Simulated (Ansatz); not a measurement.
# FeCo: pressure against volume

How stiff is FeCo, and at what volume does the pressure vanish? The cell is scaled evenly, atoms carried along, and solved with LAPW, PAW and all-electron datasets made for the crystal.

Program: Ansatz 0.2.0. Level of theory: DFT PBE, scalar-relativistic. These are calculated values, not measurements.

## 1. Starting point

Symmetry: Pm-3m, No. 221, cubic system. Conventional cell: a = 2.857 Å, b = 2.857 Å, c = 2.857 Å, α = 90.00°, β = 90.00°, γ = 90.00°. Fe (site symmetry m-3m) is surrounded by 8 Co at 2.47 Å. Co (site symmetry m-3m) has 8 Fe at 2.47 Å as nearest neighbours.

As a file:

```xyz
2
Lattice="2.8570 0.0000 0.0000 0.0000 2.8570 0.0000 0.0000 0.0000 2.8570" Properties=species:S:1:pos:R:3 pbc="T T T"
Fe    1.4285    1.4285    1.4285
Co    0.0000    0.0000    0.0000
```

The cell is a deposited one (Crystallography Open Database entry 9004229); the temperature and pressure of the measurement aren't taken into account, and nothing was relaxed.

Atoms are numbered in the order of the input: Fe1, Co2.

## 2. Volume × 0.95, LAPW

The input, input.yaml:

```yaml
crystal:
  lattice:
    - [2.8085669146, 0.0, 0.0]
    - [0.0, 2.8085669146, 0.0]
    - [0.0, 0.0, 2.8085669146]
  atoms:
    - { symbol: Fe, position: [0.5, 0.5, 0.5], spin: 3.0 }
    - { symbol: Co, position: [0.0, 0.0, 0.0], spin: 2.0 }
magnetization:
  spin_polarized: true
kpoints:
  mp_grid: { grid: [11, 11, 11] }
scf:
  occupations: { method: fermi_dirac, width: 0.05 }
hamiltonian:
  xc: pbe
  pseudopotentials: { kind: all_electron, lapw: { basis_error: 0.001 } }
output:
  forces: true
  stress: true
  eigenvalues: true
```

Command:

```sh
ansatz run input.yaml --threads 1 --pin off --max-ram 3072MiB --backend cpu --events-out ev --progress --plain --runs-dir out
```

## 3. Volume × 0.95, PAW

Edit input.yaml of step 2 so:

```diff
@@ -16,3 +16,3 @@
   xc: pbe
-  pseudopotentials: { kind: all_electron, lapw: { basis_error: 0.001 } }
+  pseudopotentials: { kind: paw }
 output:
@@ -21 +21,2 @@
   eigenvalues: true
+  efg: { contact_densities: true }
```

## 4. Volume × 0.95, crystal datasets

Edit input.yaml of step 3 so:

```diff
@@ -16,3 +16,3 @@
   xc: pbe
-  pseudopotentials: { kind: paw }
+  pseudopotentials: { kind: all_electron, datasets: crystal }
 output:
```

## 5. Volume × 0.975, LAPW

The input, input.yaml:

```yaml
crystal:
  lattice:
    - [2.8329904615, 0.0, 0.0]
    - [0.0, 2.8329904615, 0.0]
    - [0.0, 0.0, 2.8329904615]
  atoms:
    - { symbol: Fe, position: [0.5, 0.5, 0.5], spin: 3.0 }
    - { symbol: Co, position: [0.0, 0.0, 0.0], spin: 2.0 }
magnetization:
  spin_polarized: true
kpoints:
  mp_grid: { grid: [11, 11, 11] }
scf:
  occupations: { method: fermi_dirac, width: 0.05 }
hamiltonian:
  xc: pbe
  pseudopotentials: { kind: all_electron, lapw: { basis_error: 0.001 } }
output:
  forces: true
  stress: true
  eigenvalues: true
```

## 6. Volume × 0.975, PAW

Edit input.yaml of step 5 so:

```diff
@@ -16,3 +16,3 @@
   xc: pbe
-  pseudopotentials: { kind: all_electron, lapw: { basis_error: 0.001 } }
+  pseudopotentials: { kind: paw }
 output:
@@ -21 +21,6 @@
   eigenvalues: true
+  efg: { contact_densities: true }
+  write_density: true
+  write_potential: true
+  elf: true
+  volumetric_format: npy
```

## 7. Volume × 1.025, LAPW

The input, input.yaml:

```yaml
crystal:
  lattice:
    - [2.880612641, 0.0, 0.0]
    - [0.0, 2.880612641, 0.0]
    - [0.0, 0.0, 2.880612641]
  atoms:
    - { symbol: Fe, position: [0.5, 0.5, 0.5], spin: 3.0 }
    - { symbol: Co, position: [0.0, 0.0, 0.0], spin: 2.0 }
magnetization:
  spin_polarized: true
kpoints:
  mp_grid: { grid: [11, 11, 11] }
scf:
  occupations: { method: fermi_dirac, width: 0.05 }
hamiltonian:
  xc: pbe
  pseudopotentials: { kind: all_electron, lapw: { basis_error: 0.001 } }
output:
  forces: true
  stress: true
  eigenvalues: true
```

## 8. Volume × 1.025, PAW

Edit input.yaml of step 7 so:

```diff
@@ -16,3 +16,3 @@
   xc: pbe
-  pseudopotentials: { kind: all_electron, lapw: { basis_error: 0.001 } }
+  pseudopotentials: { kind: paw }
 output:
@@ -21 +21,2 @@
   eigenvalues: true
+  efg: { contact_densities: true }
```

## 9. Volume × 1.05, LAPW

The input, input.yaml:

```yaml
crystal:
  lattice:
    - [2.9038443914, 0.0, 0.0]
    - [0.0, 2.9038443914, 0.0]
    - [0.0, 0.0, 2.9038443914]
  atoms:
    - { symbol: Fe, position: [0.5, 0.5, 0.5], spin: 3.0 }
    - { symbol: Co, position: [0.0, 0.0, 0.0], spin: 2.0 }
magnetization:
  spin_polarized: true
kpoints:
  mp_grid: { grid: [11, 11, 11] }
scf:
  occupations: { method: fermi_dirac, width: 0.05 }
hamiltonian:
  xc: pbe
  pseudopotentials: { kind: all_electron, lapw: { basis_error: 0.001 } }
output:
  forces: true
  stress: true
  eigenvalues: true
```

## 10. Volume × 1.05, PAW

Edit input.yaml of step 9 so:

```diff
@@ -16,3 +16,3 @@
   xc: pbe
-  pseudopotentials: { kind: all_electron, lapw: { basis_error: 0.001 } }
+  pseudopotentials: { kind: paw }
 output:
@@ -21 +21,6 @@
   eigenvalues: true
+  efg: { contact_densities: true }
+  write_density: true
+  write_potential: true
+  elf: true
+  volumetric_format: npy
```

## 11. Volume × 1.05, crystal datasets

Edit input.yaml of step 10 so:

```diff
@@ -16,3 +16,3 @@
   xc: pbe
-  pseudopotentials: { kind: paw }
+  pseudopotentials: { kind: all_electron, datasets: crystal }
 output:
@@ -22,5 +22 @@
   efg: { contact_densities: true }
-  write_density: true
-  write_potential: true
-  elf: true
-  volumetric_format: npy
```

(Steps that only read results are left out.)

Q: Predict the outcome of this session. Wanted: equilibrium volume; bulk modulus (for each run or level that gives them).

**Answer**, as computed:

```
                      quantity           value
     equilibrium volume (LAPW)  11.493 Å³/atom
           bulk modulus (LAPW)         189 GPa
its pressure derivative (LAPW)             4.7
      equilibrium volume (PAW)  11.497 Å³/atom
            bulk modulus (PAW)         189 GPa
 its pressure derivative (PAW)             4.7
```

**Reading.** By LAPW, the pressure vanishes at 11.49 Å³/atom (-1.4 % from the starting cell) and the bulk modulus there is 189 GPa (Birch-Murnaghan, third order). PAW's volume lies +0.04 % and its modulus less than 0.1 % from LAPW's. The moment on Fe1 goes from 2.75 to 2.90 μB as the cell expands. No thermal or zero-point expansion is included. Other magnetic orders may lie lower; this is the state that the run reached.
